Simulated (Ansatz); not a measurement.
**MgO: band gap under strain**

Aim: follow the gap of MgO in the rocksalt structure through these states: no strain; -4.0 % equal strain in all directions; -3.0 % equal strain in all directions. The table at the end shows which levels were run.

Code: Ansatz 0.2.0. PAW datasets, plane waves. (Simulation; spin polarisation is off.)

**1. The system as given**

The unstrained cell was relaxed with r2SCAN; in each strained cell the atoms were relaxed again with r2SCAN. Names of k-points are those of the unstrained zone, where strain can split equivalent points. First state: no strain.

Space group Fm-3m (No. 225), cubic; conventional cell a = 4.204 Å, 9.29 Å³ an atom. Around Mg lie 6 O at 2.10 Å; around O lie 6 Mg at 2.10 Å.

Coordinates:

```xyz
2
Lattice="0.0000 2.1022 2.1022 2.1022 0.0000 2.1022 2.1022 2.1022 0.0000" Properties=species:S:1:pos:R:3 pbc="T T T"
Mg    0.0000    0.0000    0.0000
O     2.1022    2.1022    2.1022
```

**2. No strain: PBE**

input.yaml

```yaml
crystal:
  lattice:
    - [0.0, 2.1021674155, 2.1021674155]
    - [2.1021674155, 0.0, 2.1021674155]
    - [2.1021674155, 2.1021674155, 0.0]
  atoms:
    - { symbol: Mg, position: [0.0, 0.0, 0.0] }
    - { symbol: O, position: [0.5, 0.5, 0.5] }
kpoints:
  mp_grid: { grid: [10, 10, 10] }
  band_path:
    path:
      - [0.0, 0.0, 0.0]
      - [0.5, 0.0, 0.5]
      - [0.625, 0.25, 0.625]
      - [0.375, 0.375, 0.75]
      - [0.5, 0.5, 0.5]
      - [0.5, 0.25, 0.75]
    npoints: 1
hamiltonian:
  xc: pbe
scf:
  occupations: { method: fermi_dirac, width: 0.02 }
  n_extra_bands: 4
output:
  forces: true
  stress: true
  eigenvalues: true
```

Started as:

```bash
$ ansatz run input.yaml --threads 2 --pin off --max-ram 20275MiB --backend cpu --events-out ev --progress --plain --runs-dir out
```

Further steps of the session: No strain: r2SCAN; No strain: HSE06; No strain: r2SCAN; No strain: G0W0@PBE; -4.0 % equal strain in all directions: PBE; -4.0 % equal strain in all directions: r2SCAN; -4.0 % equal strain in all directions: HSE06; -4.0 % equal strain in all directions: r2SCAN; -4.0 % equal strain in all directions: G0W0@PBE; -3.0 % equal strain in all directions: PBE; -3.0 % equal strain in all directions: r2SCAN; -3.0 % equal strain in all directions: HSE06; -3.0 % equal strain in all directions: r2SCAN; -3.0 % equal strain in all directions: G0W0@PBE.

Q: Predict the outcome of this session.

The runs gave:

Least gap in eV (negative: overlap), with the change from the unstrained cell in brackets. G0W0 is on its own coarse mesh.

| state | volume change (%) | PBE | r2SCAN | HSE06 | G0W0 |
| --- | --- | --- | --- | --- | --- |
| no strain | +0.0 | 4.80 | 5.68 | 6.54 | 7.23 |
| -4.0 % equal strain in all directions | -11.5 | 6.09 (+1.29) | 7.03 (+1.35) | 7.95 (+1.41) | 8.81 (+1.58) |
| -3.0 % equal strain in all directions | -8.7 | 5.74 (+0.94) | 6.67 (+0.99) | 7.57 (+1.03) | 8.39 (+1.16) |

In words: With HSE06, of the states in the table -4.0 % equal strain in all directions shifts the gap most, by +1.410 eV. PBE and HSE06 differ by 1.74 eV on the unstrained gap, and by at most 0.12 eV on its change: the two disagree on the size of the gap but agree on its response to strain. G0W0 values are finite-basis, finite-mesh values.
